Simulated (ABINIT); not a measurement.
# Converging GW for AlN (F-43m) in ABINIT, part 2 of 2

Aim: raise bands and screening cutoff together for AlN (F-43m) and follow gap and time.

ABINIT 10.8.3; PBE and many-body steps on it, plane waves. Known limits of the many-body steps: not at the basis limit.

So far. Step 3 (Screening, 6×6×6 mesh, 108 bands, screening to 203.5 eV): Local fields lower ε∞ by 9 %. Step 4 (108 bands, 203.5 eV): The gap on the mesh goes from 3.32 eV to 4.52 eV, a correction of +1.19 eV.

## 6. 163 bands, 269.4 eV

This step: G0W0 on PBE, plane waves, norm-conserving pseudopotentials.

The input, run.abi:

```
acell 3*1.0 Angstrom
rprim 
  -0.000000000000 2.183993559600 2.183993559600
  2.183993559600 -0.000000000000 2.183993559600
  2.183993559600 2.183993559600 -0.000000000000
ntypat 2
znucl 13 7
natom 2
typat 1 2
xred 
  0.000000000000 0.000000000000 0.000000000000
  0.750000000000 0.750000000000 0.750000000000
pp_dirpath "pseudos"
pseudos "Al.upf, N.upf"
ecut 36
ngkpt 6 6 6
nshiftk 1
shiftk 0 0 0
kptopt 1
chksymbreak 0
istwfk *1
occopt 1
irdwfk 1
optdriver 4
nband 163
gwcalctyp 0
ecutsigx 36
symsigma 1
nkptgw 3
kptgw 
  0.0000000000 0.0000000000 0.0000000000
  0.5000000000 0.5000000000 0.0000000000
  0.5000000000 0.0000000000 0.0000000000
bdgw 
  2 8
  3 6
  3 6
ecuteps 9.9
irdscr 1
ppmodel 1
indata_prefix "in"
outdata_prefix "out"
tmpdata_prefix "tmp"
```

Run with:

```console
> OMP_NUM_THREADS=1 mpirun -n 8 abinit run.abi > log
```

Log:

```text
.Version 10.8.3 of ABINIT. v10.8.2 released Aug 2026.

 Symmetries : space group F-4 3 m (#216); Bravais cF (face-center cubic)
[... echo of the input left out ...]
== DATASET  1 ==================================================================
-   mpi_nproc: 8, omp_nthreads: 1 (-1 if OMP is not activated)

--- !DatasetInfo
iteration_state: {dtset: 1, }
dimensions: {natom: 2, nkpt: 16, mband: 163, nsppol: 1, nspinor: 1, nspden: 1, mpw: 1464, }
cutoff_energies: {ecut:  36.0, pawecutdg:  -1.0, }
electrons: {nelect:   8.00000000E+00, charge:   0.00000000E+00, occopt:   1.00000000E+00, tsmear:   1.00000000E-02, }

 SIGMA: Calculation of the GW corrections

 Based on a program developped by R.W. Godby, V. Olevano, G. Onida, and L. Reining.
 Incorporated in ABINIT by V. Olevano, G.-M. Rignanese, and M. Torrent.
.Using double precision arithmetic ; gwpc =  8

[... cell and pseudopotentials left out ...]
--------------------------------------------------------------------------------

 ==== K-mesh for the wavefunctions ====
 Number of points in the irreducible wedge :    16
[... list of points left out ...]
 Together with 24 symmetry operations and time-reversal symmetry
 yields   216 points in the full Brillouin Zone.

 ==== Q-mesh for screening function ====
 Number of points in the irreducible wedge :    16
[... list of points left out ...]
 Together with 24 symmetry operations and time-reversal symmetry
 yields   216 points in the full Brillouin Zone.

 vcoul_init : cutoff-mode = AUXILIARY_FUNCTION
 q-points for optical limit:   1
     1)      0.000010    0.000020    0.000030
 setmesh: FFT mesh size selected  =    32x   32x   32
          total number of points  =        32768

 Number of electrons calculated from density =    8.0000; Expected =    8.0000
[...]
number of plane-waves for wavefunctions          1459
 number of bands                                   163
 number of q-points in IBZ                          16
 number of frequencies                               2
 number of real frequencies                          1
 number of imag frequencies                          1

 matrix elements of self-energy operator (all in [eV])

 Perturbative Calculation

--- !SelfEnergy_ee
iteration_state: {dtset: 1, }
kpoint     : [   0.000,    0.000,    0.000, ]
spin       : 1
KS_gap     :    4.192
QP_gap     :    5.618
Delta_QP_KS:    1.426
data: !SigmaeeData |
     Band     E0 <VxcDFT>   SigX SigC(E0)      Z dSigC/dE  Sig(E)    E-E0       E
        2   5.159 -16.959 -20.996   2.846   0.785  -0.274 -17.893  -0.934   4.225
        3   5.159 -16.959 -20.996   2.846   0.785  -0.274 -17.893  -0.934   4.225
        4   5.159 -16.959 -20.996   2.846   0.785  -0.274 -17.893  -0.934   4.225
[...]
--- !SelfEnergy_ee
iteration_state: {dtset: 1, }
kpoint     : [   0.500,    0.500,    0.000, ]
spin       : 1
KS_gap     :    5.100
QP_gap     :    6.632
Delta_QP_KS:    1.531
data: !SigmaeeData |
     Band     E0 <VxcDFT>   SigX SigC(E0)      Z dSigC/dE  Sig(E)    E-E0       E
[...]
--- !SelfEnergy_ee
iteration_state: {dtset: 1, }
kpoint     : [   0.500,    0.000,    0.000, ]
spin       : 1
KS_gap     :    7.872
QP_gap     :    9.448
Delta_QP_KS:    1.575
data: !SigmaeeData |
     Band     E0 <VxcDFT>   SigX SigC(E0)      Z dSigC/dE  Sig(E)    E-E0       E
[...]
5  12.551 -11.009  -5.874  -4.455   0.824  -0.214 -10.449   0.560  13.110
        6  15.004 -13.282  -6.773  -5.294   0.785  -0.274 -12.328   0.954  15.958

== END DATASET(S) ==============================================================
================================================================================

 -outvars: echo values of variables after computation  --------
           etotal      0.0000000000E+00
            nband         163
             nkpt          16
          spgroup         216
 [... the other variables as echoed above ...]

 Calculation completed.
```

The job ended after 12 s (8 MPI ranks of Arm Neoverse V2, shared host; peak memory 1.5 GiB; 98 s of CPU time).

This step gave:

| Item | Value |
| --- | --- |
| G0W0 gap on the points computed | 4.581 eV |
| starting gap on the mesh | 3.325 eV |
| k of the valence top | 0, 0, 0 |
| k of the conduction bottom | 0.5, 0.5, 0 |
| Z at the valence top | 0.785 |
| Z at the conduction bottom | 0.835 |
| least direct G0W0 gap on the computed points | 5.617 eV |

Against G0W0 in ABINIT (6×6×6 mesh, 108 bands, screening to 203.5 eV, Godby-Needs plasmon pole), the gap moves by +0.062 eV.

## 7. Screening, 6×6×6 mesh, 249 bands, screening to 359.2 eV

This step: RPA screening on PBE, plane waves, norm-conserving pseudopotentials.

Changes to run.abi since step 6:

```diff
@@ -23,19 +23,8 @@
 irdwfk 1
-optdriver 4
-nband 163
-gwcalctyp 0
-ecutsigx 36
-symsigma 1
-nkptgw 3
-kptgw 
-  0.0000000000 0.0000000000 0.0000000000
-  0.5000000000 0.5000000000 0.0000000000
-  0.5000000000 0.0000000000 0.0000000000
-bdgw 
-  2 8
-  3 6
-  3 6
-ecuteps 9.9
-irdscr 1
-ppmodel 1
+optdriver 3
+nband 249
+ecuteps 13.2
+inclvkb 2
+awtr 1
+symchi 1
 indata_prefix "in"
```

Log:

```text
.Version 10.8.3 of ABINIT. v10.8.2 released Aug 2026.

 Symmetries : space group F-4 3 m (#216); Bravais cF (face-center cubic)
[... echo of the input left out ...]
== DATASET  1 ==================================================================
-   mpi_nproc: 8, omp_nthreads: 1 (-1 if OMP is not activated)

--- !DatasetInfo
iteration_state: {dtset: 1, }
dimensions: {natom: 2, nkpt: 16, mband: 249, nsppol: 1, nspinor: 1, nspden: 1, mpw: 1464, }
cutoff_energies: {ecut:  36.0, pawecutdg:  -1.0, }
[...]
--------------------------------------------------------------------------------
[... chi0 elements left out ...]
 For q-point:  0.000010 0.000020 0.000030
  dielectric constant =   4.3475
  dielectric constant without local fields =   4.7915

  Average fulfillment of the sum rule on Im[epsilon] for q-point    1 :     97.19  [%]
[... wings left out ...]
  q-point number  2        q = ( 0.166667, 0.000000, 0.000000) [r.l.u.]
--------------------------------------------------------------------------------
[... chi0 elements left out ...]
  Average fulfillment of the sum rule on Im[epsilon] for q-point    2 :     99.26  [%]

 [... 14 further q-points ...]
```

Run time: 69 s. Hardware: 8 MPI ranks; peak memory 2.2 GiB; 9.1 min of CPU time.

Numbers from this step:

```
ε∞ with local fields, on this mesh, along the program's q direction : 4.348
the same without local fields                                       : 4.792
plasma frequency                                                    : 23.01 eV
plane waves in the screening matrix                                 : 331
```

## 8. 249 bands, 359.2 eV

This step: G0W0 on PBE, plane waves, norm-conserving pseudopotentials.

Changes to run.abi since step 7:

```diff
@@ -23,8 +23,19 @@
 irdwfk 1
-optdriver 3
+optdriver 4
 nband 249
+gwcalctyp 0
+ecutsigx 36
+symsigma 1
+nkptgw 3
+kptgw 
+  0.0000000000 0.0000000000 0.0000000000
+  0.5000000000 0.5000000000 0.0000000000
+  0.5000000000 0.0000000000 0.0000000000
+bdgw 
+  2 8
+  3 6
+  3 6
 ecuteps 13.2
-inclvkb 2
-awtr 1
-symchi 1
+irdscr 1
+ppmodel 1
 indata_prefix "in"
```

Log:

```text
.Version 10.8.3 of ABINIT. v10.8.2 released Aug 2026.

 Symmetries : space group F-4 3 m (#216); Bravais cF (face-center cubic)
[... echo of the input left out ...]
== DATASET  1 ==================================================================
-   mpi_nproc: 8, omp_nthreads: 1 (-1 if OMP is not activated)

--- !DatasetInfo
iteration_state: {dtset: 1, }
dimensions: {natom: 2, nkpt: 16, mband: 249, nsppol: 1, nspinor: 1, nspden: 1, mpw: 1464, }
cutoff_energies: {ecut:  36.0, pawecutdg:  -1.0, }
[...]
Band     E0 <VxcDFT>   SigX SigC(E0)      Z dSigC/dE  Sig(E)    E-E0       E
[...]
5  12.551 -11.009  -5.874  -4.499   0.823  -0.214 -10.486   0.523  13.074
        6  15.004 -13.282  -6.773  -5.367   0.784  -0.276 -12.386   0.896  15.900

== END DATASET(S) ==============================================================
================================================================================

 -outvars: echo values of variables after computation  --------
           etotal      0.0000000000E+00
            nband         249
             nkpt          16
          spgroup         216
 [... the other variables as echoed above ...]

 Calculation completed.
```

The job ended after 50 s (8 MPI ranks; peak memory 2.5 GiB; 6.7 min of CPU time).

This step gave:

```yaml
g0w0_gap_on_the_points_computed: 4.640 eV
starting_gap_on_the_mesh: 3.325 eV
k_of_the_valence_top: 0, 0, 0
k_of_the_conduction_bottom: 0.5, 0.5, 0
least_direct_g0w0_gap_on_the_computed_points: 5.634 eV
```

Against G0W0 in ABINIT (6×6×6 mesh, 163 bands, screening to 269.4 eV, Godby-Needs plasmon pole), the gap moves by +0.059 eV.

## 9. Screening, 6×6×6 mesh, 368 bands, screening to 466.9 eV

This step: RPA screening on PBE, plane waves, norm-conserving pseudopotentials.

Changes to run.abi since step 8:

```diff
@@ -23,19 +23,8 @@
 irdwfk 1
-optdriver 4
-nband 249
-gwcalctyp 0
-ecutsigx 36
-symsigma 1
-nkptgw 3
-kptgw 
-  0.0000000000 0.0000000000 0.0000000000
-  0.5000000000 0.5000000000 0.0000000000
-  0.5000000000 0.0000000000 0.0000000000
-bdgw 
-  2 8
-  3 6
-  3 6
-ecuteps 13.2
-irdscr 1
-ppmodel 1
+optdriver 3
+nband 368
+ecuteps 17.16
+inclvkb 2
+awtr 1
+symchi 1
 indata_prefix "in"
```

Log:

```text
.Version 10.8.3 of ABINIT. v10.8.2 released Aug 2026.

 Symmetries : space group F-4 3 m (#216); Bravais cF (face-center cubic)
[... echo of the input left out ...]
== DATASET  1 ==================================================================
-   mpi_nproc: 8, omp_nthreads: 1 (-1 if OMP is not activated)

--- !DatasetInfo
iteration_state: {dtset: 1, }
dimensions: {natom: 2, nkpt: 16, mband: 368, nsppol: 1, nspinor: 1, nspden: 1, mpw: 1464, }
cutoff_energies: {ecut:  36.0, pawecutdg:  -1.0, }
[...]
--------------------------------------------------------------------------------
[... chi0 elements left out ...]
 For q-point:  0.000010 0.000020 0.000030
  dielectric constant =   4.3474
  dielectric constant without local fields =   4.7916

  Average fulfillment of the sum rule on Im[epsilon] for q-point    1 :     98.68  [%]
[... wings left out ...]
  q-point number  2        q = ( 0.166667, 0.000000, 0.000000) [r.l.u.]
--------------------------------------------------------------------------------
[... chi0 elements left out ...]
  Average fulfillment of the sum rule on Im[epsilon] for q-point    2 :     99.94  [%]

 [... 14 further q-points ...]
```

The job ended after 4.2 min (8 MPI ranks; peak memory 3.6 GiB; 33 min of CPU time).

Numbers from this step:

| Property | Result |
| --- | --- |
| ε∞ with local fields, on this mesh, along the program's q direction | 4.347 |
| the same without local fields | 4.792 |
| plasma frequency | 23.01 eV |
| plane waves in the screening matrix | 531 |

## 10. 368 bands, 466.9 eV

This step: G0W0 on PBE, plane waves, norm-conserving pseudopotentials.

Changes to run.abi since step 9:

```diff
@@ -23,8 +23,19 @@
 irdwfk 1
-optdriver 3
+optdriver 4
 nband 368
+gwcalctyp 0
+ecutsigx 36
+symsigma 1
+nkptgw 3
+kptgw 
+  0.0000000000 0.0000000000 0.0000000000
+  0.5000000000 0.5000000000 0.0000000000
+  0.5000000000 0.0000000000 0.0000000000
+bdgw 
+  2 8
+  3 6
+  3 6
 ecuteps 17.16
-inclvkb 2
-awtr 1
-symchi 1
+irdscr 1
+ppmodel 1
 indata_prefix "in"
```

Log:

```text
.Version 10.8.3 of ABINIT. v10.8.2 released Aug 2026.

 Symmetries : space group F-4 3 m (#216); Bravais cF (face-center cubic)
[... echo of the input left out ...]
== DATASET  1 ==================================================================
-   mpi_nproc: 8, omp_nthreads: 1 (-1 if OMP is not activated)

--- !DatasetInfo
iteration_state: {dtset: 1, }
dimensions: {natom: 2, nkpt: 16, mband: 368, nsppol: 1, nspinor: 1, nspden: 1, mpw: 1464, }
cutoff_energies: {ecut:  36.0, pawecutdg:  -1.0, }
[...]
Band     E0 <VxcDFT>   SigX SigC(E0)      Z dSigC/dE  Sig(E)    E-E0       E
[...]
5  12.551 -11.009  -5.874  -4.521   0.823  -0.214 -10.504   0.505  13.056
        6  15.004 -13.282  -6.773  -5.408   0.784  -0.276 -12.419   0.863  15.867

== END DATASET(S) ==============================================================
================================================================================

 -outvars: echo values of variables after computation  --------
           etotal      0.0000000000E+00
            nband         368
             nkpt          16
          spgroup         216
 [... the other variables as echoed above ...]

 Calculation completed.
```

It took 3 min on 8 MPI ranks; peak memory 4.8 GiB; 24 min of CPU time.

This step gave:

| Item | Value |
| --- | --- |
| G0W0 gap on the points computed | 4.671 eV |
| starting gap on the mesh | 3.325 eV |
| k of the valence top | 0, 0, 0 |
| k of the conduction bottom | 0.5, 0.5, 0 |
| least direct G0W0 gap on the computed points | 5.645 eV |

Against G0W0 in ABINIT (6×6×6 mesh, 249 bands, screening to 359.2 eV, Godby-Needs plasmon pole), the gap moves by +0.031 eV.

## 11. Screening, 6×6×6 mesh, 532 bands, screening to 598.7 eV

This step: RPA screening on PBE, plane waves, norm-conserving pseudopotentials.

Changes to run.abi since step 10:

```diff
@@ -23,19 +23,8 @@
 irdwfk 1
-optdriver 4
-nband 368
-gwcalctyp 0
-ecutsigx 36
-symsigma 1
-nkptgw 3
-kptgw 
-  0.0000000000 0.0000000000 0.0000000000
-  0.5000000000 0.5000000000 0.0000000000
-  0.5000000000 0.0000000000 0.0000000000
-bdgw 
-  2 8
-  3 6
-  3 6
-ecuteps 17.16
-irdscr 1
-ppmodel 1
+optdriver 3
+nband 532
+ecuteps 22
+inclvkb 2
+awtr 1
+symchi 1
 indata_prefix "in"
```

Log:

```text
.Version 10.8.3 of ABINIT. v10.8.2 released Aug 2026.

 Symmetries : space group F-4 3 m (#216); Bravais cF (face-center cubic)
[... echo of the input left out ...]
== DATASET  1 ==================================================================
-   mpi_nproc: 8, omp_nthreads: 1 (-1 if OMP is not activated)

--- !DatasetInfo
iteration_state: {dtset: 1, }
dimensions: {natom: 2, nkpt: 16, mband: 532, nsppol: 1, nspinor: 1, nspden: 1, mpw: 1464, }
cutoff_energies: {ecut:  36.0, pawecutdg:  -1.0, }
[...]
--------------------------------------------------------------------------------
[... chi0 elements left out ...]
 For q-point:  0.000010 0.000020 0.000030
  dielectric constant =   4.3475
  dielectric constant without local fields =   4.7916

  Average fulfillment of the sum rule on Im[epsilon] for q-point    1 :     99.63  [%]
[... wings left out ...]
  q-point number  2        q = ( 0.166667, 0.000000, 0.000000) [r.l.u.]
--------------------------------------------------------------------------------
[... chi0 elements left out ...]
  Average fulfillment of the sum rule on Im[epsilon] for q-point    2 :    100.39  [%]

 [... 14 further q-points ...]
```

Elapsed: 8.1 min, on 8 MPI ranks; peak memory 5.5 GiB.

This step gave:

* ε∞ with local fields, on this mesh, along the program's q direction: 4.348
* the same without local fields: 4.792
* plasma frequency: 23.01 eV
* plane waves in the screening matrix: 701

## 12. 532 bands, 598.7 eV

This step: G0W0 on PBE, plane waves, norm-conserving pseudopotentials.

Changes to run.abi since step 11:

```diff
@@ -23,8 +23,19 @@
 irdwfk 1
-optdriver 3
+optdriver 4
 nband 532
+gwcalctyp 0
+ecutsigx 36
+symsigma 1
+nkptgw 3
+kptgw 
+  0.0000000000 0.0000000000 0.0000000000
+  0.5000000000 0.5000000000 0.0000000000
+  0.5000000000 0.0000000000 0.0000000000
+bdgw 
+  2 8
+  3 6
+  3 6
 ecuteps 22
-inclvkb 2
-awtr 1
-symchi 1
+irdscr 1
+ppmodel 1
 indata_prefix "in"
```

Log:

```text
.Version 10.8.3 of ABINIT. v10.8.2 released Aug 2026.

 Symmetries : space group F-4 3 m (#216); Bravais cF (face-center cubic)
[... echo of the input left out ...]
== DATASET  1 ==================================================================
-   mpi_nproc: 8, omp_nthreads: 1 (-1 if OMP is not activated)

--- !DatasetInfo
iteration_state: {dtset: 1, }
dimensions: {natom: 2, nkpt: 16, mband: 532, nsppol: 1, nspinor: 1, nspden: 1, mpw: 1464, }
cutoff_energies: {ecut:  36.0, pawecutdg:  -1.0, }
[...]
Band     E0 <VxcDFT>   SigX SigC(E0)      Z dSigC/dE  Sig(E)    E-E0       E
[...]
5  12.551 -11.009  -5.874  -4.532   0.823  -0.214 -10.513   0.496  13.047
        6  15.004 -13.282  -6.773  -5.430   0.783  -0.276 -12.437   0.846  15.850

== END DATASET(S) ==============================================================
================================================================================

 -outvars: echo values of variables after computation  --------
           etotal      0.0000000000E+00
            nband         532
             nkpt          16
          spgroup         216
 [... the other variables as echoed above ...]

 Calculation completed.
```

It took 7.5 min on 8 MPI ranks; peak memory 7.3 GiB.

Numbers from this step:

- G0W0 gap on the points computed: 4.689 eV
- starting gap on the mesh: 3.325 eV
- k of the valence top: 0, 0, 0
- k of the conduction bottom: 0.5, 0.5, 0
- least direct G0W0 gap on the computed points: 5.654 eV

Against G0W0 in ABINIT (6×6×6 mesh, 368 bands, screening to 466.9 eV, Godby-Needs plasmon pole), the gap moves by +0.018 eV.

## 13. The runs together

Times are wall times on 8 MPI ranks of Arm Neoverse V2, shared host, good to a factor of about two. A run's time includes the screening step that it read.

```
                run   mesh  bands  screening cutoff (eV)  DFT gap (eV)  gap on the mesh (eV)  direct (eV)  ε∞ used     time
108 bands, 203.5 eV  6×6×6    108                  203.5         3.325                 4.519        5.592     4.35     25 s
163 bands, 269.4 eV  6×6×6    163                  269.4         3.325                 4.581        5.617     4.35     45 s
249 bands, 359.2 eV  6×6×6    249                  359.2         3.325                 4.640        5.634     4.35    2 min
368 bands, 466.9 eV  6×6×6    368                  466.9         3.325                 4.671        5.645     4.35  7.2 min
532 bands, 598.7 eV  6×6×6    532                  598.7         3.325                 4.689        5.654     4.35   16 min
```

## 14. Outcome

```
108 bands, 203.5 eV : 4.519 eV
163 bands, 269.4 eV : 4.581 eV
249 bands, 359.2 eV : 4.640 eV
368 bands, 466.9 eV : 4.671 eV
532 bands, 598.7 eV : 4.689 eV
known limits        : not at the basis limit
```

From the first rung to the last the gap moves by +0.17 eV for 37 times the time. In the G0W0 runs levels were corrected at 3 k points alone, so a gap called «on the mesh» is the least over those, and an edge elsewhere would be missed.

[Paths, hosts, dates, memory and timing lines, banners, echoed tables and standing remarks are left out of the program output.]

[Logs are printed without paths, hosts, clocks, repeated set-up lines and the standing remarks that a program may print on its own settings, such as how far it seeks lower states.]

[Runs of the session that timed out or met a known fault of the program may be left out.]

[Hosts, paths, dates, database ids (printed as entryN), source tags and the programs' standing remarks are cut or masked in the printed files.]

[G0W0 gaps are taken among the corrected bands and points alone; a level outside them can change the order at an edge.]

[Where Ansatz stands beside ABINIT at settings called matched, ABINIT's density can come from a denser mesh and the files from another edition; pairs whose starting gaps differed by over 0.03 eV were left out, so agreement reads better than it is.]
